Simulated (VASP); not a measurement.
# FeO (Wuestite) (R-3m) in VASP: a series of runs

One crystal, FeO (Wuestite), is run at these levels: LDA, TPSS+D3, PBE, RPBE; tasks: single point, atomic charges.

Everything below comes from runs of VASP 6.6.1. Logs are shortened: lines on timing, memory, paths and dates and some standing lists are left out, and cuts for length are marked.

**1. The structure**

It takes space group R-3m (No. 166, trigonal). Conventional cell: a = 3.038 Å, b = 3.038 Å, c = 7.559 Å, α = 90.00°, β = 90.00°, γ = 120.00°. Fe (site symmetry -3m) is surrounded by 6 O at 2.16 Å. O (site symmetry -3m) is surrounded by 6 Fe at 2.16 Å.

**2. Single point, LDA, collinear spin, ferromagnetic start**

Input file INCAR:

```
SYSTEM = FeO
  ALGO = Normal
  EDIFF = 1E-6
  ENCUT = 520
  GGA = CA
  ISIF = 2
  ISMEAR = 0
  ISPIN = 2
  LASPH = .TRUE.
  LCHARG = .TRUE.
  LELF = .TRUE.
  LMAXMIX = 4
  LORBIT = 11
  LREAL = .FALSE.
  LVHAR = .TRUE.
  LWAVE = .FALSE.
  MAGMOM = 3 0
  NELM = 100
  PREC = Accurate
  SIGMA = 0.05
```

Input file KPOINTS:

```
k-points
0
G
  11 11 11
  0 0 0
```

Input file POSCAR:

```
FeO
1.0
    1.5188209023      0.8768916568      2.5195772846
   -1.5188209023      0.8768916568      2.5195772846
    0.0000000000     -1.7537833136      2.5195772846
Fe O
1 1
Cartesian
    0.0000000000      0.0000000000      0.0000000000
    0.0000000000      0.0000000000      3.7793659269
```

Potentials or basis: VASP PAW LDA potentials, release 64 (Fe_pv, O).

Command:

```
$ cat potpaw_LDA.64/Fe_pv/POTCAR potpaw_LDA.64/O/POTCAR > POTCAR
$ mpirun -np 1 vasp_std > vasp.out
```

OUTCAR:

```text
SYSTEM = FeO
   EDIFF = 1E-6
   ENCUT = 520
   GGA = CA
   ISIF = 2
   ISMEAR = 0
   ISPIN = 2
   LASPH = .TRUE.
   LORBIT = 11
   LREAL = .FALSE.
   NELM = 100
   PREC = Accurate

 ion  position               nearest neighbor table
   1  0.000  0.000  0.000-   2 2.16   2 2.16   2 2.16   2 2.16   2 2.16   2 2.16
   2  0.500  0.500  0.500-   1 2.16   1 2.16   1 2.16   1 2.16   1 2.16   1 2.16

  LATTYP: Found a trigonal (rhomboedric) cell.
 ALAT       =     3.0698575869
 COS(alpha) =     0.5104391626

  Lattice vectors:

 A1 = (   1.5188209023,   0.8768916568,   2.5195772846)
 A2 = (  -1.5188209023,   0.8768916568,   2.5195772846)
 A3 = (   0.0000000000,  -1.7537833136,   2.5195772846)

Analysis of symmetry for initial positions (statically):
=====================================================================
 Subroutine PRICEL returns:
 Original cell was already a primitive cell.

 Routine SETGRP: Setting up the symmetry group for a
 trigonal (rhombohedral) supercell.

 Subroutine GETGRP returns: Found 12 space group operations
 (whereof 12 operations were pure point group operations)
 out of a pool of 12 trial point group operations.

The static configuration has the point symmetry D_3d.

Analysis of symmetry for dynamics (positions and initial velocities):
=====================================================================
 Subroutine PRICEL returns:
 Original cell was already a primitive cell.

 Routine SETGRP: Setting up the symmetry group for a
 trigonal (rhombohedral) supercell.

 Subroutine GETGRP returns: Found 12 space group operations
 (whereof 12 operations were pure point group operations)
 out of a pool of 12 trial point group operations.

The dynamic configuration has the point symmetry D_3d.

Analysis of structural, dynamic, and magnetic symmetry:
=====================================================================
 Subroutine PRICEL returns:
 Original cell was already a primitive cell.

 Routine SETGRP: Setting up the symmetry group for a
 trigonal (rhombohedral) supercell.

 Subroutine GETGRP returns: Found 12 space group operations
 (whereof 12 operations were pure point group operations)
 out of a pool of 12 trial point group operations.

The overall configuration has the point symmetry D_3d.

 Subroutine INISYM returns: Found 12 space group operations
 (whereof 12 operations are pure point group operations),
 and found     1 'primitive' translations

----------------------------------------------------------------------------------------

                                     Primitive cell

  volume of cell :      20.1341

  direct lattice vectors                    reciprocal lattice vectors
     1.518820902  0.876891657  2.519577285     0.329202738  0.190065290  0.132297324
    -1.518820902  0.876891657  2.519577285    -0.329202738  0.190065290  0.132297324
     0.000000000 -1.753783314  2.519577285     0.000000000 -0.380130579  0.132297324

  length of vectors
     3.069857587  3.069857587  3.069857587     0.402494521  0.402494521  0.402494521

  position of ions in fractional coordinates (direct lattice)
     0.000000000  0.000000000  0.000000000
     0.500000000  0.500000000  0.500000000

  ion indices of the primitive-cell ions
   primitive index   ion index
                 1           1
                 2           2

----------------------------------------------------------------------------------------

 KPOINTS: k-points

Automatic generation of k-mesh.
 Grid dimensions read from file:
 generate k-points for:   11   11   11

 Generating k-lattice:

  Cartesian coordinates                     Fractional coordinates (reciprocal lattice)
     0.029927522  0.017278663  0.012027029     0.090909091 -0.000000000  0.000000000
    -0.029927522  0.017278663  0.012027029    -0.000000000  0.090909091  0.000000000
     0.000000000 -0.034557325  0.012027029     0.000000000  0.000000000  0.090909091

  Length of vectors
     0.036590411  0.036590411  0.036590411

  Shift w.r.t. Gamma in fractional coordinates (k-lattice)
     0.000000000  0.000000000  0.000000000

 Subroutine IBZKPT returns following result:
 ===========================================

 Found    146 irreducible k-points:

 Following reciprocal coordinates:
            Coordinates               Weight
  0.000000  0.000000  0.000000      1.000000
  0.090909  0.000000 -0.000000      6.000000
  0.181818  0.000000 -0.000000      6.000000
  0.272727  0.000000  0.000000      6.000000
  0.363636  0.000000  0.000000      6.000000
  0.454545  0.000000 -0.000000      6.000000
[... 42 lines left out ...]
  0.363636  0.181818  0.090909     12.000000
  0.454545  0.181818  0.090909     12.000000
 [... further k-points ...]
   k-points           NKPTS =    146   k-points in BZ     NKDIM =    146   number of bands    NBANDS=     16
   number of dos      NEDOS =    301   number of ions     NIONS =      2
   total plane-waves  NPLWV =  13824
   dimension x,y,z NGX =    24 NGY =   24 NGZ =   24
   dimension x,y,z NGXF=    48 NGYF=   48 NGZF=   48
   ions per type =               1   1
   NGX,Y,Z   is equivalent  to a cutoff of  13.00, 13.00, 13.00 a.u.
   NGXF,Y,Z  is equivalent  to a cutoff of  25.99, 25.99, 25.99 a.u.
 SYSTEM =  FeO
   PREC   = accura    normal or accurate (medium, high low for compatibility)
   ISTART =      0    job   : 0-new  1-cont  2-samecut
   ICHARG =      2    charge: 1-file 2-atom 10-const
   ISPIN  =      2    spin polarized calculation?
   LNONCOLLINEAR =      F non collinear calculations
   LSORBIT =      F    spin-orbit coupling
   LASPH  =      T    aspherical Exc in radial PAW
   ENCUT  =  520.0 eV  38.22 Ry    6.18 a.u.   5.71  5.71  5.71*2*pi/ulx,y,z
   NELM   =    100;   NELMIN=  2; NELMDL= -5     # of ELM steps
   EDIFF  = 0.1E-05   stopping-criterion for ELM
   LREAL  =      F    real-space projection
   EDIFFG = 0.1E-04   stopping-criterion for IOM
   NSW    =      0    number of steps for IOM
   IBRION =     -1    ionic relax: 0-MD 1-quasi-New 2-CG
   NFREE  =      0    steps in history (QN), initial steepest desc. (CG)
   ISIF   =      2    stress and relaxation
   ISYM   =      2    0-nonsym 1-usesym 2-fastsym
   POTIM  = 0.5000    time-step for ionic-motion
   TEBEG  =    0.0;   TEEND  =   0.0 temperature during run
   PSTRESS=    0.0 pullay stress
   NELECT =      20.0000    total number of electrons
   NUPDOWN=      -1.0000    fix difference up-down
   EMIN   =  10.00;   EMAX   =-10.00  energy-range for DOS
   EFERMI =   0.00;   METHOD = LEGACY
   ISMEAR =     0;   SIGMA  =   0.05  broadening in eV -4-tet -1-fermi 0-gaus
   EFERMI_NEDOS =   21; number of points for ismear=-14 and -15
   IALGO  =     38    algorithm
   IMIX   =      4    mixing-type and parameters
     AMIX     =   0.40;   BMIX     =  1.00
     AMIX_MAG =   1.60;   BMIX_MAG =  1.00
  volume/ion in A,a.u.               =      10.07        67.94
  Fermi-wavevector in a.u.,A,eV,Ry     =   1.633457  3.086786 36.302813  2.668181
  Thomas-Fermi vector in A             =   2.725259
   LORBIT       =     11    0 simple, 1 ext, 2 COOP (PROOUT), +10 PAW based schemes
   GGA     = CA    functional components
   LHFCALC =     F    Hartree Fock is set to
   AEXX    =    0.0000 exact exchange contribution
   IVDW    =     0    specifies the selected vdW correction
   LEPSILON=     F    determine dielectric tensor
   LRPA    =     F    only Hartree local field effects (RPA)
 spin polarized calculation
 Gauss-broadening in eV      SIGMA  =   0.05
  energy-cutoff  :      520.00
  volume of cell :       20.13
 maximum number of plane-waves:       556
   NGX = 11   NGY = 11   NGZ = 11

 number of electron      20.0000011 magnetization       3.9997688

 Free energy of the ion-electron system (eV)
  ---------------------------------------------------
  ext. energy  EPLUGINS =         0.00000000
  ---------------------------------------------------
  free energy    TOTEN  =       -16.41989682 eV

  energy without entropy =      -16.41776020  energy(sigma->0) =      -16.41882851

 E-fermi :   7.9617     XC(G=0): -12.9761

 val. band max:        7.9574912081   @ k =  -0.4545   0.1818  -0.0000
 cond. band min:       7.9624578867   @ k =   0.2727   0.1818   0.1818
 fundamental gap:      0.0049666786
 Fermi energy:         7.9616684705

 spin component 1

 k-point     1 :       0.0000    0.0000    0.0000
  band No.  band energies     occupation
      1     -47.2502      1.00000
      2     -47.2407      1.00000
      3     -47.2407      1.00000
      4     -12.3848      1.00000
      5       4.1456      1.00000
      6       4.2476      1.00000
[... 8 lines left out ...]
     15      24.7163      0.00000
     16      25.1258      0.00000
[... 723 lines left out ...]
 k-point    40 :       0.3636    0.0909    0.0909
  band No.  band energies     occupation
      1     -47.2787      1.00000
      2     -47.2565      1.00000
      3     -47.2453      1.00000
      4     -11.5771      1.00000
      5       0.5118      1.00000
      6       1.9081      1.00000
[... 8 lines left out ...]
     15      20.5065      0.00000
     16      22.1206      0.00000

 [... further k-points ...]

 spin component 2

 k-point     1 :       0.0000    0.0000    0.0000
  band No.  band energies     occupation
      1     -43.5390      1.00000
      2     -43.5389      1.00000
      3     -43.5389      1.00000
      4     -11.8160      1.00000
      5       4.7511      1.00000
      6       4.8549      1.00000
[... 8 lines left out ...]
     15      25.7479      0.00000
     16      26.1356      0.00000
[... 723 lines left out ...]
 k-point    40 :       0.3636    0.0909    0.0909
  band No.  band energies     occupation
      1     -43.5832      1.00000
      2     -43.5495      1.00000
      3     -43.5443      1.00000
      4     -10.9943      1.00000
      5       1.3254      1.00000
      6       3.2629      1.00000
[... 8 lines left out ...]
     15      21.4227      0.00000
     16      23.0835      0.00000

 [... further k-points ...]
[... 5 lines left out ...]
  --------------------------------------------------------------------------------------
  -------------------------------------------------------------------------------------
  Total       -2.0140196     -2.0140196     -2.1427246      0.0000000     -0.0000000      0.0000000
  in kB     -160.2665314   -160.2665314   -170.5082903      0.0000000     -0.0000000      0.0000000
  external PRESSURE =    -163.6804510 kB  Pullay stress =       0.0000000 kB

 VOLUME and BASIS-vectors are now :
 -----------------------------------------------------------------------------
  energy-cutoff  :      520.00
  volume of cell :       20.13
      direct lattice vectors                 reciprocal lattice vectors
     1.518820902  0.876891657  2.519577285     0.329202738  0.190065290  0.132297324
    -1.518820902  0.876891657  2.519577285    -0.329202738  0.190065290  0.132297324
     0.000000000 -1.753783314  2.519577285     0.000000000 -0.380130579  0.132297324

 POSITION                                       TOTAL-FORCE (eV/Angst)
 -----------------------------------------------------------------------------------
      0.00000      0.00000      0.00000        -0.000000     -0.000000      0.000000
      0.00000      0.00000      3.77937         0.000000      0.000000     -0.000000
 -----------------------------------------------------------------------------------
    total drift:                               -0.000000     -0.000000     -0.000000

  FREE ENERGIE OF THE ION-ELECTRON SYSTEM (eV)
  ---------------------------------------------------
  free  energy   TOTEN  =       -16.4198968238 eV

  energy  without entropy=      -16.4177601968  energy(sigma->0) =      -16.41882851

 total charge

# of ion       s       p       d       tot
------------------------------------------
    1        0.228   6.232   5.977  12.436
    2        1.544   3.407   0.000   4.950
--------------------------------------------------
tot          1.772   9.638   5.977  17.386

 magnetization (x)

# of ion       s       p       d       tot
------------------------------------------
    1        0.023   0.019   3.535   3.577
    2        0.030   0.285   0.000   0.315
--------------------------------------------------
tot          0.053   0.305   3.535   3.892
```

Run time: 39 s. Hardware: 1 thread of Intel Xeon Platinum 8559C (Emerald Rapids), shared host; peak memory 0.19 GiB.

Results:

```yaml
Free_energy: -16.4199 eV
Pressure: -16.4 GPa
Band_gap_on_the_k_mesh: none (metal or under the smearing width)
Net_moment: 4.00 μB per cell
Site_moments: Fe +3.58; O +0.32 μB
Valence_electrons_inside_the_program's_atomic_spheres: Fe 12.44; O 4.95
```

Levels at points of the mesh, in eV from the Fermi level:
Spin up:
| k point | band 8 | band 9 | band 10 | band 11 | band 12 | band 13 | band 14 | band 15 | band 16 |
| --- | --- | --- | --- | --- | --- | --- | --- | --- | --- |
| (0.00, 0.00, 0.00) | -3.66 | -3.60 | -3.60 | -3.35 | -3.35 | 0.19 | 15.19 | 16.75 | 17.16 |
Spin down:
| k point | band 4 | band 5 | band 6 | band 7 | band 8 | band 9 | band 10 | band 11 | band 12 | band 13 |
| --- | --- | --- | --- | --- | --- | --- | --- | --- | --- | --- |
| (0.00, 0.00, 0.00) | -19.78 | -3.21 | -3.11 | -3.11 | -0.80 | -0.71 | -0.71 | -0.01 | -0.01 | 0.95 |

Caveat: so large a pressure means that the cell lies far from this level's equilibrium, or that cutoff or potentials fall short; a cell with one magnetic atom can't hold antiferromagnetic order, which such compounds often take; semilocal functionals often make such compounds metallic where correlation or magnetic order opens a gap, which also shifts bond lengths.

**3. Single point, LDA, collinear spin, ferromagnetic start**

Input file run.py:

```python
from ase.calculators.vasp import Vasp
from ase.dft.bandgap import bandgap
from ase.io import read

atoms = read('POSCAR')
atoms.set_initial_magnetic_moments([3.0, 0.0])
calc = Vasp(
    directory='calc',
    xc='lda',
    pp='LDA',
    setups='materialsproject',
    prec='Accurate',
    encut=520,
    ediff=1e-06,
    ismear=0,
    sigma=0.05,
    lreal=False,
    lasph=True,
    nelm=100,
    algo='Normal',
    isif=2,
    lwave=False,
    lcharg=True,
    ispin=2,
    lorbit=11,
    lmaxmix=4,
    lelf=True,
    lvhar=True,
    kpts=[11, 11, 11],
    gamma=True,
    nbands=21,
)
atoms.calc = calc

print('energy (eV):', atoms.get_potential_energy())
print('free energy (eV):', atoms.get_potential_energy(force_consistent=True))
print('forces (eV/A):')
print(atoms.get_forces())
print('stress (eV/A^3, Voigt):', atoms.get_stress())
print('Fermi level (eV):', calc.get_fermi_level())
print('moment (muB):', atoms.get_magnetic_moment())
print('site moments (muB):', atoms.get_magnetic_moments())
gap, top, bottom = bandgap(calc)
print('band gap (eV):', gap, 'from (spin, k, band)', top, 'to', bottom)
```

POSCAR: that of step 2 with these lines changed.

```diff
@@ -7,4 +7,4 @@
 1 1
-Cartesian
+Direct
     0.0000000000      0.0000000000      0.0000000000
-    0.0000000000      0.0000000000      3.7793659269
+    0.5000000000      0.5000000000      0.5000000000
```

Potentials or basis: VASP PAW LDA potentials, release 64 (Fe_pv, O).

Command:

```
$ python run.py
```

It took 56 s on 1 thread of Intel Xeon Platinum 8559C (Emerald Rapids), shared host; peak memory 0.2 GiB.

The run converged. Its results:

| Property | Result |
| --- | --- |
| Free energy | -16.4199 eV |
| Pressure | -16.4 GPa |
| Band gap on the k mesh | none (metal or under the smearing width) |
| Net moment | 4.00 μB per cell |
| Site moments | Fe +3.58; O +0.32 μB |
| Valence electrons inside the program's atomic spheres | Fe 12.44; O 4.95 |

Stress tensor (GPa, compression positive):
```
-16.07   0.00   0.00
  0.00 -16.07   0.00
  0.00   0.00 -17.09
```

Levels at points of the mesh, in eV from the Fermi level:
Spin up:
```
           k point  band 10  band 11  band 12  band 13  band 14  band 15
(0.00, 0.00, 0.00)    -3.60    -3.35    -3.35     0.19    15.19    16.75
```
Spin down:
| k point | band 4 | band 5 | band 6 | band 7 | band 8 | band 9 | band 10 | band 11 | band 12 | band 13 |
| --- | --- | --- | --- | --- | --- | --- | --- | --- | --- | --- |
| (0.00, 0.00, 0.00) | -19.78 | -3.21 | -3.11 | -3.11 | -0.80 | -0.71 | -0.71 | -0.01 | -0.01 | 0.95 |

Caveat: so large a pressure means that the cell lies far from this level's equilibrium, or that cutoff or potentials fall short; a cell with one magnetic atom can't hold antiferromagnetic order, which such compounds often take; semilocal functionals often make such compounds metallic where correlation or magnetic order opens a gap, which also shifts bond lengths.

(Continued in part 2 of 2.)
